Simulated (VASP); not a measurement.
HgSe (lda): single point with LDA

HgSe (lda):

```
Hg Se
1.0
     0.00000    3.03155    3.03155
     3.03155    0.00000    3.03155
     3.03155    3.03155    0.00000
Hg Se
1 1
Direct
  0.00000 0.00000 0.00000
  0.25000 0.25000 0.25000
```

```yaml
Program: VASP 6.6.1
Task: single point
Functional: LDA
Potentials_or_basis: VASP PAW LDA potentials, release 64 (Hg, Se)
Cutoff: 520 eV
k_mesh: 12 × 12 × 12
Occupations: gaussian, width 0.1 eV
Spin: no spin polarisation
Dipole_correction: no
Further_INCAR_settings: ALGO = Normal; EDIFF = 1e-07; NBANDS = 16
```

| Quantity | Value |
| --- | --- |
| Pressure | 0.5 GPa |
| Band gap on the k mesh | none (metal or under the smearing width) |

Levels at points of the mesh, in eV from the Fermi level:
| k point | band 5 | band 6 | band 7 | band 8 | band 9 | band 10 | band 11 | band 12 | band 13 | band 14 |
| --- | --- | --- | --- | --- | --- | --- | --- | --- | --- | --- |
| (0.00, 0.00, 0.00) | -6.56 | -6.56 | -1.16 | -0.06 | -0.06 | -0.06 | 5.31 | 5.31 | 5.31 | 8.19 |
| (0.50, 0.00, 0.00) | -6.52 | -6.24 | -5.72 | -1.07 | -1.07 | 0.92 | 6.08 | 6.08 | 6.75 | 8.93 |
| (0.50, 0.50, 0.00) | -6.45 | -6.20 | -5.26 | -2.44 | -2.44 | 2.63 | 2.71 | 8.20 | 9.68 | 9.68 |

Run time: 23 s on 1 thread of Intel(R) Xeon(R) Platinum 8488C (Sapphire Rapids) (shared host), peak memory 0.19 GiB.

Spin-orbit coupling is left out, which matters for the levels of Hg.
